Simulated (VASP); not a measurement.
A run of VASP 6.6.1 is set up as follows.

Contents of INCAR:

```
SYSTEM = Bi
PREC = Accurate
ENCUT = 520
EDIFF = 1E-7
ISMEAR = 0
SIGMA = 0.1
LREAL = .FALSE.
LASPH = .TRUE.
NELM = 80
ALGO = Fast
ISIF = 2
LWAVE = .FALSE.
LCHARG = .FALSE.
GGA = PS
NBANDS = 22
```

Contents of KPOINTS:

```
Automatic mesh
0
G
  10 10 14
  0 0 0
```

File POSCAR:

```
Bi
1.0
    3.4766823331     -3.1066205207     -0.1398976723
    3.4766823331      3.1066205207     -0.1398976723
   -1.3807489009      0.0000000000      2.9566095380
Bi
2
Direct
    0.2498696106      0.2498696106      0.1195525847
    0.7501303894      0.7501303894      0.8804474153
```

Potentials or basis: VASP PAW PBE potentials, release 64 (Bi_d).

Run with:

```bash
$ cat potpaw_PBE.64/Bi_d/POTCAR > POTCAR
$ mpirun -np 1 vasp_std > vasp.out
```

(1) Predict the band gap on the k mesh.

(2) Predict the pressure.

## Answers

(1) none (metal or under the smearing width).

(2) 1.9 GPa.

Caveat: the PAW data sets were made with another functional, which shifts forces and pressure a little; spin-orbit coupling is left out, which moves the levels of the heavy elements.
